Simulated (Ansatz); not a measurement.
Molecular dynamics on a 2×2×1 supercell (12 atoms) of ZrS2 (CdI2 type), relaxed with r2SCAN+rVV10. Forces come from PBE in Ansatz 0.2.0: a Langevin thermostat at fixed volume, 200 K, steps of 1 fs. Classical nuclei, no spin polarisation; a few dozen steps show the first response, not equilibrium.

```yaml
crystal:
  lattice:
    - [7.3487981656, -1.0e-10, 0.0]
    - [-3.6743990827, 6.3642458987, 0.0]
    - [0.0, 0.0, 5.8568562426]
  atoms:
    - { symbol: Zr, position: [0.0, 0.0, 0.0] }
    - { symbol: S, position: [0.1666666667, 0.3333333333, 0.2462324613] }
    - { symbol: S, position: [0.3333333333, 0.1666666667, 0.7537675387] }
    - { symbol: Zr, position: [0.0, 0.5, 0.0] }
    - { symbol: S, position: [0.1666666667, 0.8333333333, 0.2462324613] }
    - { symbol: S, position: [0.3333333333, 0.6666666667, 0.7537675387] }
    - { symbol: Zr, position: [0.5, 0.0, 0.0] }
    - { symbol: S, position: [0.6666666667, 0.3333333333, 0.2462324613] }
    - { symbol: S, position: [0.8333333333, 0.1666666667, 0.7537675387] }
    - { symbol: Zr, position: [0.5, 0.5, 0.0] }
    - { symbol: S, position: [0.6666666667, 0.8333333333, 0.2462324613] }
    - { symbol: S, position: [0.8333333333, 0.6666666667, 0.7537675387] }
kpoints:
  mp_grid: { grid: [3, 3, 2] }
hamiltonian:
  xc: pbe
scf:
  occupations: { method: fermi_dirac, width: 0.02 }
md:
  ensemble: nvt_langevin
  temperature: 200
  timestep: 1.0
  n_steps: 30
  initial_velocities: maxwell_boltzmann
  seed: 2268
```

Run as `ansatz run input.yaml --threads 4 --pin off --max-ram 3686MiB --backend cpu --events-out ev --progress --plain --runs-dir out`. Wall time 95 s on 4 threads of Arm Neoverse V1, with other jobs on the host; peak host memory 0.75 GiB.

Task: How do temperature and energy develop?

Result: The temperature goes from 183 K to 73 K in 30 fs. The thermostat hasn't had time to restore it. The atoms start on their lattice sites with kinetic energy alone, so much of it first passes into potential energy. By the last step the atoms have moved 0.07 Å in the root mean square, the drift of the whole cell taken out, 0.13 Å at most.
```csv
step,t (fs),T (K),free energy F from step 0 (meV/atom),kinetic energy (meV/atom),largest force (eV/Å)
0,0,183,0.0,23.7,0.02
1,1,173,0.0,22.3,0.05
2,2,159,0.1,20.5,0.09
3,3,158,0.3,20.5,0.12
4,4,145,0.5,18.8,0.15
5,5,147,0.8,18.9,0.18
6,6,146,1.1,18.9,0.21
7,7,132,1.5,17.1,0.24
8,8,136,1.9,17.6,0.27
9,9,130,2.3,16.8,0.30
10,10,125,2.8,16.1,0.33
11,11,118,3.3,15.3,0.35
12,12,124,3.8,16.0,0.38
13,13,125,4.3,16.2,0.41
14,14,123,4.8,15.9,0.43
15,15,113,5.4,14.6,0.46
16,16,111,5.9,14.3,0.49
17,17,117,6.4,15.2,0.51
18,18,118,7.0,15.2,0.54
19,19,120,7.6,15.5,0.56
20,20,108,8.2,13.9,0.59
21,21,108,8.7,14.0,0.61
22,22,106,9.3,13.7,0.62
23,23,99,9.8,12.8,0.63
24,24,95,10.3,12.3,0.65
25,25,92,10.9,11.9,0.67
26,26,86,11.4,11.2,0.70
27,27,91,11.9,11.8,0.72
28,28,85,12.4,11.0,0.74
29,29,79,12.8,10.2,0.76
30,30,73,13.2,9.4,0.78
```

Positions (Å) and forces (eV/Å) at step 30:
```
Zr   0.037   0.027  -0.029    -0.107  -0.541   0.494
S    0.017   2.112   1.432    -0.145  -0.118   0.111
S    1.804   0.978   4.462     0.276   0.438  -0.589
Zr  -1.830   3.159   0.010    -0.330   0.373   0.196
S   -1.862   5.287   1.441    -0.002   0.127  -0.135
S    0.012   4.214   4.440    -0.224   0.338  -0.544
Zr   3.729   0.037  -0.008    -0.368  -0.131   0.389
S    3.686   2.156   1.430    -0.085  -0.267  -0.007
S    5.514   1.091   4.400    -0.075  -0.238  -0.111
Zr   1.796   3.250  -0.040     0.500  -0.243   0.330
S    1.720   5.257   1.495     0.452   0.127  -0.295
S    3.648   4.216   4.387     0.109   0.135   0.161
```
